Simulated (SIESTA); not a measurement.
Crystal: AlN.

```xyz
4
Lattice="3.1130 0.0000 0.0000 -1.5565 2.6959 0.0000 0.0000 0.0000 4.9810" Properties=species:S:1:pos:R:3 pbc="T T T"
Al    1.5565    0.8986    2.4905
Al    0.0000    1.7973    0.0000
N     1.5565    0.8986    4.3833
N     0.0000    1.7973    1.8928
```

```yaml
Program: SIESTA 5.4.2
Task: relaxation of cell and atoms
Functional: PBE
Potentials_or_basis: PseudoDojo 0.4 standard (PBE files)
Basis: TZ (energy shift 0.01 Ry)
Grid_cutoff: 800 Ry
Energy_shift: 0.01 Ry
k_mesh: 10 × 10 × 6
Occupations: fermi-dirac, width 0.05 eV
Spin: no spin polarisation
```

At the start: pressure 11.5 GPa; volume 10.45 Å³/atom.

How do energy, volume and symmetry change on relaxing?

Over 5 steps the energy falls by 20.7 meV/atom and the volume is 11.05 Å³/atom (+5.8 %); space group P6_3mc (No. 186, to 0.05 Å).

Step by step:
| step | energy change (eV) | largest force (eV/Å) | pressure (GPa) | volume (Å³) |
| --- | --- | --- | --- | --- |
| 1 | 0.0000 | 0.1196 | 11.52 | 41.80 |
| 2 | -0.0230 | 0.0595 | 9.70 | 42.14 |
| 3 | -0.0812 | 0.1156 | 0.76 | 44.00 |
| 4 | -0.0821 | 0.0808 | 0.16 | 44.14 |
| 5 | -0.0826 | 0.0197 | -0.11 | 44.21 |

Final structure:
```yaml
crystal:
  lattice:
    - [3.17117, 0.00000, 0.00000]
    - [-1.58558, 2.74631, 0.00000]
    - [0.00000, 0.00000, 5.07618]
  atoms:
    - { symbol: Al, position: [0.66667, 0.33333, 0.49932] }
    - { symbol: Al, position: [0.33333, 0.66667, 0.99932] }
    - { symbol: N, position: [0.66667, 0.33333, 0.88069] }
    - { symbol: N, position: [0.33333, 0.66667, 0.38069] }
```

Caveat: the basis has no polarisation orbitals; the basis of atomic orbitals isn't converged, which shifts pressures, moduli and gaps.
